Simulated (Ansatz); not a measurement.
## Band table of Ti (simple hexagonal type)

```
CELL_PARAMETERS angstrom
2.10709 0.00000 0.00000
-1.05354 1.82479 0.00000
0.00000 0.00000 2.07147
ATOMIC_POSITIONS crystal
Ti 0.00000 0.00000 0.00000
```

The cell comes from a relaxation on PAW files under the same functional, begun from a prototype that needn't be the stable phase.

Level of theory: DFT with PBE, scalar-relativistic, in Ansatz 0.2.0; a Γ-centred 15×15×14 k mesh, Fermi–Dirac smearing of 0.08 eV, no spin polarisation. LAPW: all electrons, basis error target 1 meV/atom.

This run: volume at 0.45 of the series' base cell.

Path points, in fractions of the reciprocal vectors: Γ (0.000, 0.000, 0.000), M (0.500, 0.000, 0.000), K (0.333, 0.333, 0.000), A (0.000, 0.000, 0.500), L (0.500, 0.000, 0.500), H (0.333, 0.333, 0.500). Levels in eV from the Fermi level; bands 9 to 12, counted from the lowest band of the run. The gap is zero, the pressure 293.6 GPa.

```
# k(1/Å) point b9 b10 b11 b12
0.000 Γ -5.17 -3.99 0.94 0.94
0.430 - -4.65 -2.95 0.06 1.96
0.861 - -3.49 -3.35 1.65 4.68
1.291 - -5.13 -1.74 3.34 4.84
1.722 M -5.76 -0.89 2.63 6.07
1.970 - -5.13 -0.83 2.75 5.36
2.219 - -3.47 -0.67 3.09 3.86
2.467 - -1.34 -0.47 2.16 3.64
2.716 K -0.41 0.56 0.56 4.35
3.213 - -1.69 -1.08 1.46 3.64
3.710 - -2.85 -1.97 -0.25 4.82
4.207 - -4.49 -2.57 -0.37 2.44
4.704 Γ -5.17 -3.99 0.94 0.94
5.083 - -3.90 -3.43 1.10 1.10
5.462 - -2.72 -0.37 1.51 1.51
5.841 - -1.40 1.95 1.95 2.28
6.220 A -0.67 2.14 2.14 2.96
6.651 - -0.58 0.16 1.76 3.10
7.081 - -4.32 -1.25 3.16 4.80
7.511 - -7.01 -2.81 2.35 8.62
7.942 L -8.01 -3.39 2.04 10.09
8.190 - -7.82 -2.77 0.96 9.17
8.439 - -7.26 -1.22 -1.12 7.22
8.687 - -6.33 -3.38 1.11 5.12
8.936 H -5.08 -5.08 3.21 3.21
9.433 - -6.45 -1.83 0.58 4.23
9.930 - -4.91 0.00 1.59 2.58
10.427 - -1.17 0.66 1.16 3.68
10.924 A -0.67 2.14 2.14 2.96
```
